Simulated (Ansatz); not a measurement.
PbS (Galena) under changes of volume

One of the cells (26.086 Å³/atom); the others are scaled copies at fixed shape and fractional positions:

```
CELL_PARAMETERS angstrom
0.00000 2.96575 2.96575
2.96575 0.00000 2.96575
2.96575 2.96575 0.00000
ATOMIC_POSITIONS crystal
Pb 0.00000 0.00000 0.00000
S 0.50000 0.50000 0.50000
```

* Program: Ansatz 0.2.0
* Functional: r2SCAN
* Dispersion: rVV10
* Potentials or basis: Ansatz PAW
* Cutoff: 500 eV (not typed: the program's choice for these potentials)
* k mesh: 8 × 8 × 8
* Occupations: fermi-dirac, width 0.05 eV
* Spin: no spin polarisation

```csv
volume (Å³/atom),energy over the lowest point (meV/atom),pressure (GPa),gap on the mesh (eV)
24.521,23.32,4.7,0.30
25.042,10.72,3.1,0.40
25.564,?,?,?
26.086,0.00,0.3,0.57
26.607,0.93,-0.9,0.64
27.129,5.50,-1.9,0.71
27.651,13.34,-2.9,0.77
```

Question: What does the run at 25.564 Å³/atom give?

Answer: Energy over the lowest point 3.11 meV/atom; pressure 1.6 GPa; gap on the mesh 0.48 eV.

Worked out: A Birch-Murnaghan fit of order 3 (a polynomial in V^(-2/3)) to the other rows has its minimum at 26.22 Å³/atom with B0 = V·E''(V) = 61 GPa and B' = 4.4. It gives 3.11 meV/atom at 25.564 Å³/atom, against the run's 3.11, and -dE/dV = 1.6 GPa, against 1.6. A parabola through the other rows of the gap, of slope 4.17 eV per unit of ln V (its deformation potential) there, gives 0.49 eV, against the run's 0.48.

Energies are extrapolated to zero smearing.

Caveats: spin-orbit coupling is left out, which as a rule narrows the gap of such compounds by several tenths of an eV; the PAW data sets come from PBE, with cores solved anew for the run's functional, which leaves a small shift of forces and pressure.

A mesh can miss the band edges.
